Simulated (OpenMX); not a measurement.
# Fe in OpenMX: the effect of starting spin order

The system is Fe.

```
Fe
1.0
    -1.44300    1.44300    1.44300
     1.44300   -1.44300    1.44300
     1.44300    1.44300   -1.44300
Fe
1
Cartesian
  0.0000 0.0000 0.0000
```

Alike in all runs:

```yaml
Program: OpenMX 3.8.5
Task: single point
Functional: PBE
Potentials_or_basis: OpenMX 2013 PBE set, Fe6.0H-s3p2d2, grid cutoff 500 Ry
k_mesh: 9 × 9 × 9
Occupations: fermi-dirac, width 0.05 eV
```

```tsv
starting spin order	spin	starting moments	energy over the lowest run (meV/atom)	pressure (GPa)	final net moment (μB)	final largest site moment (μB)
fm	collinear spin, ferromagnetic start	[3.0] μB	0.0	-5.8	2.41	2.41
ferromagnetic start, larger moments	collinear spin, ferromagnetic start	[4.5] μB	0.0	-5.8	2.41	2.41
nm	collinear spin, zero start	[0.0] μB	?	?	?	?
```

Q: What does the run with starting spin order nm give?

A: Energy over the lowest run 631.4 meV/atom; pressure -24.4 GPa; final net moment 0.00 μB; final largest site moment 0.00 μB.

Caveats: the basis of atomic orbitals isn't converged, which shifts pressures, moduli and gaps.
